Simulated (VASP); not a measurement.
# SnSe (Pnma) in VASP: further runs, part 2 of 2

VASP 6.6.1. The steps go on from the part before.

## 4. Relaxation of cell and atoms, LDA

This run uses another cell than the first one, of 25.13 Å³/atom, 0.890 times its volume.

Input file INCAR:

```
ALGO = Normal
EDIFF = 1E-7
EDIFFG = -0.005
ENCUT = 600
GGA = CA
IBRION = 2
ISIF = 3
ISMEAR = 0
KPAR = 2
LASPH = T
LCHARG = F
LREAL = F
LWAVE = F
NELM = 80
NSW = 90
PREC = Accurate
SIGMA = 0.03
```

Input file KPOINTS:

```
k-points
0
Gamma
  4 8 8
```

Input file POSCAR:

```
SnSe                                    
1.0
   11.3174956186      0.0000000000      0.0000000000
    0.0000000000      4.1277976507     -0.0000000000
    0.0000000000     -0.0000000000      4.3037186118
  Sn              Se            
     4     4
Direct
     0.1177125319765308    0.2500000000000000    0.0886192375427252
     0.3822874680234690    0.7500000000000000    0.5886192375427250
     0.6177125319765306    0.2500000000000000    0.4113807624572748
     0.8822874680234694    0.7500000000000000    0.9113807624572750
     0.3580983690380492    0.2500000000000000    0.0212418880919026
     0.1419016309619507    0.7500000000000000    0.5212418880919025
     0.8580983690380494    0.2500000000000000    0.4787581119080973
     0.6419016309619506    0.7500000000000000    0.9787581119080975
```

Potentials or basis: VASP PAW LDA potentials, release 64 (Sn_d, Se).

On the command line:

```sh
$ cat potpaw_LDA.64/Sn_d/POTCAR potpaw_LDA.64/Se/POTCAR > POTCAR
$ mpirun -np 2 vasp_std > vasp.out
```

OUTCAR:

```text
EDIFF = 1E-7
   EDIFFG = -0.005
   ENCUT = 600
   GGA = CA
   IBRION = 2
   ISIF = 3
   ISMEAR = 0
   LASPH = T
   LREAL = F
   NELM = 80
   NSW = 90
   PREC = Accurate

 ion  position               nearest neighbor table
   1  0.118  0.250  0.089-   5 2.74   6 2.79   6 2.79   6 3.21   6 3.21   4 3.46   4 3.46
   2  0.382  0.750  0.589-   6 2.74   5 2.79   5 2.79   5 3.21   5 3.21   3 3.46   3 3.46
   3  0.618  0.250  0.411-   7 2.74   8 2.79   8 2.79   8 3.21   8 3.21   2 3.46   2 3.46
   4  0.882  0.750  0.911-   8 2.74   7 2.79   7 2.79   7 3.21   7 3.21   1 3.46   1 3.46
   5  0.358  0.250  0.021-   1 2.74   2 2.79   2 2.79   2 3.21   2 3.21
   6  0.142  0.750  0.521-   2 2.74   1 2.79   1 2.79   1 3.21   1 3.21
   7  0.858  0.250  0.479-   3 2.74   4 2.79   4 2.79   4 3.21   4 3.21
   8  0.642  0.750  0.979-   4 2.74   3 2.79   3 2.79   3 3.21   3 3.21

  LATTYP: Found a simple orthorhombic cell.
 ALAT       =     4.1277976507
 B/A-ratio  =     1.0426186010
 C/A-ratio  =     2.7417757788

  Lattice vectors:

 A1 = (   0.0000000000,   4.1277976507,   0.0000000000)
 A2 = (   0.0000000000,   0.0000000000,   4.3037186118)
 A3 = (  11.3174956186,   0.0000000000,   0.0000000000)

Analysis of symmetry for initial positions (statically):
=====================================================================
 Subroutine PRICEL returns:
 Original cell was already a primitive cell.

 Routine SETGRP: Setting up the symmetry group for a
 simple orthorhombic supercell.

 Subroutine GETGRP returns: Found  8 space group operations
 (whereof  2 operations were pure point group operations)
 out of a pool of  8 trial point group operations.

The static configuration has the point symmetry S_2 .
 The point group associated with its full space group is D_2h.

Analysis of symmetry for dynamics (positions and initial velocities):
=====================================================================
 Subroutine PRICEL returns:
 Original cell was already a primitive cell.

 Routine SETGRP: Setting up the symmetry group for a
 simple orthorhombic supercell.

 Subroutine GETGRP returns: Found  8 space group operations
 (whereof  2 operations were pure point group operations)
 out of a pool of  8 trial point group operations.

The dynamic configuration has the point symmetry S_2 .
 The point group associated with its full space group is D_2h.

 Subroutine INISYM returns: Found  8 space group operations
 (whereof  2 operations are pure point group operations),
 and found     1 'primitive' translations

----------------------------------------------------------------------------------------

                                     Primitive cell

  volume of cell :     201.0539

  direct lattice vectors                    reciprocal lattice vectors
    11.317495619  0.000000000  0.000000000     0.088358771  0.000000000  0.000000000
     0.000000000  4.127797651  0.000000000     0.000000000  0.242259937  0.000000000
     0.000000000  0.000000000  4.303718612     0.000000000  0.000000000  0.232357199

  length of vectors
    11.317495619  4.127797651  4.303718612     0.088358771  0.242259937  0.232357199

  position of ions in fractional coordinates (direct lattice)
     0.117712532  0.250000000  0.088619238
     0.382287468  0.750000000  0.588619238
     0.617712532  0.250000000  0.411380762
     0.882287468  0.750000000  0.911380762
     0.358098369  0.250000000  0.021241888
     0.141901631  0.750000000  0.521241888
     0.858098369  0.250000000  0.478758112
[... 83 lines left out ...]
   NELM   =     80;   NELMIN=  2; NELMDL= -5     # of ELM steps
   EDIFF  = 0.1E-06   stopping-criterion for ELM
   LREAL  =      F    real-space projection
   EDIFFG = -.5E-02   stopping-criterion for IOM
   NSW    =     90    number of steps for IOM
   IBRION =      2    ionic relax: 0-MD 1-quasi-New 2-CG
   NFREE  =      1    steps in history (QN), initial steepest desc. (CG)
   ISIF   =      3    stress and relaxation
   ISYM   =      2    0-nonsym 1-usesym 2-fastsym
   POTIM  = 0.5000    time-step for ionic-motion
   TEBEG  =    0.0;   TEEND  =   0.0 temperature during run
   PSTRESS=    0.0 pullay stress
   NELECT =      80.0000    total number of electrons
   NUPDOWN=      -1.0000    fix difference up-down
   EMIN   =  10.00;   EMAX   =-10.00  energy-range for DOS
   EFERMI =   0.00;   METHOD = LEGACY
   ISMEAR =     0;   SIGMA  =   0.03  broadening in eV -4-tet -1-fermi 0-gaus
   EFERMI_NEDOS =   21; number of points for ismear=-14 and -15
   IALGO  =     38    algorithm
   IMIX   =      4    mixing-type and parameters
     AMIX     =   0.40;   BMIX     =  1.00
     AMIX_MAG =   1.60;   BMIX_MAG =  1.00
  volume/ion in A,a.u.               =      25.13       169.60
  Fermi-wavevector in a.u.,A,eV,Ry     =   1.204113  2.275444 19.726930  1.449888
  Thomas-Fermi vector in A             =   2.339847
   LORBIT       =      0    0 simple, 1 ext, 2 COOP (PROOUT), +10 PAW based schemes
   GGA     = CA    functional components
   LHFCALC =     F    Hartree Fock is set to
   AEXX    =    0.0000 exact exchange contribution
   IVDW    =     0    specifies the selected vdW correction
   LEPSILON=     F    determine dielectric tensor
   LRPA    =     F    only Hartree local field effects (RPA)
 conjugate gradient relaxation of ions
 non-spin polarized calculation
 Gauss-broadening in eV      SIGMA  =   0.03
  energy-cutoff  :      600.00
  volume of cell :      201.05
 maximum number of plane-waves:      6760
   NGX = 45   NGY = 17   NGZ = 17

--------------------------------------- Ionic step        1  -------------------------------------------

 number of electron      79.9999995 magnetization

 Free energy of the ion-electron system (eV)
  ---------------------------------------------------
  ext. energy  EPLUGINS =         0.00000000
  ---------------------------------------------------
  free energy    TOTEN  =       -38.02076880 eV

  energy without entropy =      -38.02076880  energy(sigma->0) =      -38.02076880

------------------------ aborting loop because EDIFF is reached ----------------------------------------

  FORCE on cell =-STRESS in cart. coord.  units (eV):
  Direction    XX          YY          ZZ          XY          YZ          ZX
  --------------------------------------------------------------------------------------
  -------------------------------------------------------------------------------------
  Total        0.0315552     -0.0716999      0.0503773      0.0000000      0.0000000      0.0000000
  in kB        0.2514600     -0.5713688      0.4014515      0.0000000      0.0000000      0.0000000
  external PRESSURE =       0.0271809 kB  Pullay stress =       0.0000000 kB
[... 107 lines left out ...]
  FREE ENERGIE OF THE ION-ELECTRON SYSTEM (eV)
  ---------------------------------------------------
  free  energy   TOTEN  =       -38.0209299672 eV

  energy  without entropy=      -38.0209299672  energy(sigma->0) =      -38.02092997

[... ionic steps 4 to 23 ...]

--------------------------------------- Ionic step       24  -------------------------------------------

 number of electron      80.0000003 magnetization

------------------------ aborting loop because EDIFF is reached ----------------------------------------
[... 79 lines left out ...]
--------------------------------------- Ionic step       26  -------------------------------------------

 number of electron      80.0000004 magnetization

 Free energy of the ion-electron system (eV)
  ---------------------------------------------------
  ext. energy  EPLUGINS =         0.00000000
  ---------------------------------------------------
  free energy    TOTEN  =       -38.02142769 eV

  energy without entropy =      -38.02142769  energy(sigma->0) =      -38.02142769

 E-fermi :   6.1575     XC(G=0): -10.2674

 val. band max:        6.0277448220   @ k =   0.0000   0.0000   0.3750
 cond. band min:       6.4357405315   @ k =   0.0000   0.0000   0.0000
 fundamental gap:      0.4079957095
 Fermi energy:         6.1574732392

 k-point     1 :       0.0000    0.0000    0.0000
  band No.  band energies     occupation
      1     -15.3077      2.00000
      2     -15.2865      2.00000
      3     -15.2847      2.00000
      4     -15.2791      2.00000
      5     -15.2790      2.00000
      6     -15.2784      2.00000
[... 1213 lines left out ...]
     47       9.2599      0.00000
     48       9.2599      0.00000

 [... further k-points ...]

------------------------ aborting loop because EDIFF is reached ----------------------------------------

  FORCE on cell =-STRESS in cart. coord.  units (eV):
  Direction    XX          YY          ZZ          XY          YZ          ZX
  --------------------------------------------------------------------------------------
  -------------------------------------------------------------------------------------
  Total        0.0396317      0.0226455     -0.0067966      0.0000000     -0.0000000      0.0000000
  in kB        0.3157195      0.1804019     -0.0541441      0.0000000     -0.0000000      0.0000000
  external PRESSURE =       0.1473258 kB  Pullay stress =       0.0000000 kB
[... 23 lines left out ...]
  FREE ENERGIE OF THE ION-ELECTRON SYSTEM (eV)
  ---------------------------------------------------
  free  energy   TOTEN  =       -38.0214276918 eV

  energy  without entropy=      -38.0214276918  energy(sigma->0) =      -38.02142769

 reached required accuracy - stopping structural energy minimisation
```

It took 40 min on 2 MPI ranks of Intel Xeon 6975P-C (Granite Rapids), shared host; peak memory 0.76 GiB.

What came out:

```
Free energy                            : -38.0214 eV
Relaxed volume                         : 25.14 Å³/atom
Relaxed cell                           : a = 11.313 Å, b = 4.117 Å, c = 4.318 Å, α = 90.00°, β = 90.00°, γ = 90.00°
Space group after relaxing (to 0.05 Å) : Pnma (No. 62)
Energy gained by relaxing              : 0.1 meV/atom
Ionic steps                            : 26
Pressure after relaxing                : 0.0 GPa
Largest force after relaxing           : 0.005 eV/Å
Band gap on the k mesh                 : 0.41 eV, indirect (least direct gap 0.74 eV)
```

Forces on the atoms (eV/Å):
```
Sn   0.000  0.000  0.005
Sn   0.000  0.000  0.005
Sn   0.000  0.000 -0.005
Sn   0.000  0.000 -0.005
Se   0.000  0.000  0.001
Se   0.000  0.000  0.001
Se   0.000  0.000 -0.001
Se   0.000  0.000 -0.001
```

The path:
| step | energy change (eV) | largest force (eV/Å) | pressure (GPa) | volume (Å³) |
| --- | --- | --- | --- | --- |
| 1 | 0.0000 | 0.0088 | 0.00 | 201.05 |
| 2 | -0.0001 | 0.0091 | 0.00 | 201.07 |
| 3 | -0.0002 | 0.0101 | -0.01 | 201.09 |
| 4 | -0.0002 | 0.0109 | -0.02 | 201.10 |
| 5 | -0.0002 | 0.0092 | 0.00 | 201.04 |
| 6 | -0.0002 | 0.0105 | 0.02 | 200.99 |
| 7 | -0.0003 | 0.0104 | 0.01 | 201.05 |
| 8 | -0.0003 | 0.0110 | -0.03 | 201.23 |
| 9 | -0.0003 | 0.0146 | -0.12 | 201.59 |
| 10 | -0.0004 | 0.0122 | -0.07 | 201.33 |
| 11 | -0.0004 | 0.0112 | -0.06 | 201.33 |
| 12 | -0.0004 | 0.0100 | -0.06 | 201.32 |
| 13 | -0.0004 | 0.0079 | -0.04 | 201.30 |
| 14 | -0.0005 | 0.0121 | -0.01 | 201.27 |
| 15 | -0.0005 | 0.0114 | -0.01 | 201.27 |
| 16 | -0.0005 | 0.0104 | -0.01 | 201.26 |
| 17 | -0.0005 | 0.0082 | 0.00 | 201.20 |
| 18 | -0.0005 | 0.0075 | 0.02 | 201.10 |
| 19 | -0.0006 | 0.0070 | 0.02 | 201.14 |
| 20 | -0.0006 | 0.0060 | 0.01 | 201.15 |
| 21 | -0.0006 | 0.0061 | 0.00 | 201.16 |
| 22 | -0.0006 | 0.0111 | -0.02 | 201.20 |
| 23 | -0.0006 | 0.0086 | -0.02 | 201.18 |
| 24 | -0.0006 | 0.0062 | 0.00 | 201.13 |
| 25 | -0.0006 | 0.0049 | 0.02 | 201.09 |
| 26 | -0.0007 | 0.0045 | 0.01 | 201.12 |

Final structure:
```
CELL_PARAMETERS angstrom
11.31336 0.00000 0.00000
0.00000 4.11737 0.00000
0.00000 0.00000 4.31759
ATOMIC_POSITIONS crystal
Sn 0.11703 0.25000 0.09234
Sn 0.38297 0.75000 0.59234
Sn 0.61703 0.25000 0.40766
Sn 0.88297 0.75000 0.90766
Se 0.35769 0.25000 0.02292
Se 0.14231 0.75000 0.52292
Se 0.85769 0.25000 0.47708
Se 0.64231 0.75000 0.97708
```

Levels at points of the mesh, in eV from the valence-band top:
| k point | band 38 | band 39 | band 40 | band 41 | band 42 | band 43 |
| --- | --- | --- | --- | --- | --- | --- |
| (0.00, 0.00, 0.00) | -1.35 | -0.80 | -0.64 | 0.41 | 2.93 | 3.02 |
| (0.50, 0.00, 0.00) | -2.04 | -0.65 | -0.65 | 2.52 | 2.52 | 2.68 |
| (0.00, 0.50, 0.00) | -1.07 | -0.68 | -0.68 | 0.80 | 0.80 | 1.38 |
| (0.50, 0.50, 0.00) | -0.99 | -0.99 | -0.99 | 1.36 | 1.36 | 1.36 |
| (0.00, 0.00, 0.50) | -0.87 | -0.30 | -0.30 | 1.14 | 1.14 | 1.28 |
| (0.50, 0.00, 0.50) | -0.50 | -0.22 | -0.22 | 1.03 | 1.03 | 1.35 |
| (0.00, 0.50, 0.50) | -2.51 | -1.62 | -1.62 | 2.55 | 2.55 | 3.00 |
| (0.50, 0.50, 0.50) | -1.69 | -1.69 | -1.69 | 2.30 | 2.30 | 2.30 |

Caveat: spin-orbit coupling is left out, which moves the levels of the heavy elements. A k mesh can miss the band edges.

## 5. Relaxation of shape and atoms at fixed volume, LDA (a relaxed cell with its volume scaled by 0.94)

Input file INCAR:

```
ALGO = Normal
EDIFF = 1E-7
EDIFFG = -0.01
ENCUT = 600
GGA = CA
IBRION = 2
ISIF = 4
ISMEAR = 0
KPAR = 2
LASPH = T
LCHARG = F
LREAL = F
LWAVE = F
NELM = 80
NSW = 40
PREC = Accurate
SIGMA = 0.03
```

KPOINTS is that of step 4.

Input file POSCAR:

```
SnSe                                    
1.0
   11.0824078526      0.0000000000      0.0000000000
    0.0000000000      4.0333146297     -0.0000000000
    0.0000000000     -0.0000000000      4.2294470494
  Sn              Se            
     4     4
Direct
     0.1170280971248635    0.2500000000000000    0.0923359957896487
     0.3829719028751365    0.7500000000000000    0.5923359957896486
     0.6170280971248636    0.2500000000000000    0.4076640042103513
     0.8829719028751364    0.7500000000000000    0.9076640042103514
     0.3576942589116968    0.2500000000000000    0.0229218848228403
     0.1423057410883030    0.7500000000000000    0.5229218848228402
     0.8576942589116973    0.2500000000000000    0.4770781151771598
     0.6423057410883027    0.7500000000000000    0.9770781151771598
```

On the command line:

```sh
$ cat potpaw_LDA.64/Sn_d/POTCAR potpaw_LDA.64/Se/POTCAR > POTCAR
$ mpirun -np 2 vasp_std > vasp.out
```

Wall time 30 min (2 MPI ranks of Intel Xeon 6975P-C (Granite Rapids), shared host); peak memory 0.69 GiB.

It converged, with:

* Free energy: -37.9101 eV
* Energy gained by relaxing: 5.7 meV/atom
* Ionic steps: 18
* Pressure after relaxing: 3.1 GPa
* Largest force after relaxing: 0.005 eV/Å
* Band gap on the k mesh: 0.14 eV, indirect (least direct gap 0.63 eV)

Forces on the atoms (eV/Å):
```
Sn  -0.005  0.000  0.000
Sn   0.005  0.000  0.000
Sn  -0.005  0.000  0.000
Sn   0.005  0.000  0.000
Se   0.000  0.000 -0.003
Se   0.000  0.000 -0.003
Se   0.000  0.000  0.003
Se   0.000  0.000  0.003
```

Stress tensor (GPa, compression positive):
```
3.17 0.00 0.00
0.00 3.07 0.00
0.00 0.00 3.11
```

The path:
| step | energy change (eV) | largest force (eV/Å) | pressure (GPa) |
| --- | --- | --- | --- |
| 1 | 0.0000 | 0.3500 | 4.37 |
| 2 | -0.0273 | 0.1900 | 3.87 |
| 3 | -0.0378 | 0.0591 | 3.37 |
| 4 | -0.0401 | 0.0259 | 3.31 |
| 5 | -0.0401 | 0.0284 | 3.31 |
| 6 | -0.0408 | 0.0282 | 3.30 |
| 7 | -0.0416 | 0.0280 | 3.29 |
| 8 | -0.0418 | 0.0277 | 3.26 |
| 9 | -0.0419 | 0.0277 | 3.27 |
| 10 | -0.0425 | 0.0223 | 3.26 |
| 11 | -0.0433 | 0.0273 | 3.23 |
| 12 | -0.0428 | 0.0534 | 3.19 |
| 13 | -0.0434 | 0.0363 | 3.20 |
| 14 | -0.0440 | 0.0302 | 3.19 |
| 15 | -0.0451 | 0.0132 | 3.16 |
| 16 | -0.0455 | 0.0315 | 3.08 |
| 17 | -0.0456 | 0.0184 | 3.11 |
| 18 | -0.0459 | 0.0051 | 3.12 |

Final structure:
```cif
data_structure
_symmetry_space_group_name_H-M 'P 1'
_symmetry_Int_Tables_number 1
_cell_length_a 11.0939
_cell_length_b 4.0736
_cell_length_c 4.1833
_cell_angle_alpha 90.000
_cell_angle_beta 90.000
_cell_angle_gamma 90.000
_cell_volume 189.05
loop_
_atom_site_label
_atom_site_type_symbol
_atom_site_fract_x
_atom_site_fract_y
_atom_site_fract_z
_atom_site_occupancy
Sn1 Sn 0.11608 0.25000 0.06851 1
Sn2 Sn 0.38392 0.75000 0.56851 1
Sn3 Sn 0.61608 0.25000 0.43149 1
Sn4 Sn 0.88392 0.75000 0.93149 1
Se1 Se 0.35973 0.25000 0.01987 1
Se2 Se 0.14027 0.75000 0.51987 1
Se3 Se 0.85973 0.25000 0.48013 1
Se4 Se 0.64027 0.75000 0.98013 1
```

Levels at points of the mesh, in eV from the valence-band top:
```tsv
k point	band 38	band 39	band 40	band 41	band 42	band 43
(0.00, 0.00, 0.00)	-1.53	-0.94	-0.80	0.15	3.04	3.13
(0.50, 0.00, 0.00)	-2.29	-0.80	-0.80	2.51	2.51	2.74
(0.00, 0.50, 0.00)	-1.21	-0.52	-0.52	0.60	0.60	1.25
(0.50, 0.50, 0.00)	-0.96	-0.96	-0.96	1.35	1.35	1.35
(0.00, 0.00, 0.50)	-0.93	-0.40	-0.40	0.86	0.86	1.10
(0.50, 0.00, 0.50)	-0.54	-0.22	-0.22	0.89	0.89	0.94
(0.00, 0.50, 0.50)	-2.69	-1.93	-1.93	2.55	2.55	2.94
(0.50, 0.50, 0.50)	-1.86	-1.86	-1.86	2.16	2.16	2.16
```

Caveat: spin-orbit coupling is left out, which moves the levels of the heavy elements. A k mesh can miss the band edges.

## 6. Summary

| task | level | potentials or basis | cell | gap on the mesh (eV) | pressure (GPa) | relaxed volume (Å³/atom) |
| --- | --- | --- | --- | --- | --- | --- |
| relaxation of cell and atoms | PBE | VASP PAW PBE potentials, release 64 (Sn_d, Se) | relaxed | 0.69 | 0.0 | 28.26 |
| relaxation of cell and atoms | LDA | VASP PAW LDA potentials, release 64 (Sn_d, Se) | relaxed | 0.41 | 0.0 | 25.14 |
| relaxation of shape and atoms at fixed volume | LDA | VASP PAW LDA potentials, release 64 (Sn_d, Se) | atoms relaxed at fixed volume from: a relaxed cell with its volume scaled by 0.94 | 0.14 | 3.1 | - |

Alike in all rows: no spin polarisation; k mesh 4 × 8 × 8; cutoff (eV) 600; smearing gaussian 0.03 eV.

Caveats: spin-orbit coupling is left out, which moves the levels of the heavy elements.

Absolute energies hang on the potentials; compare differences alone.
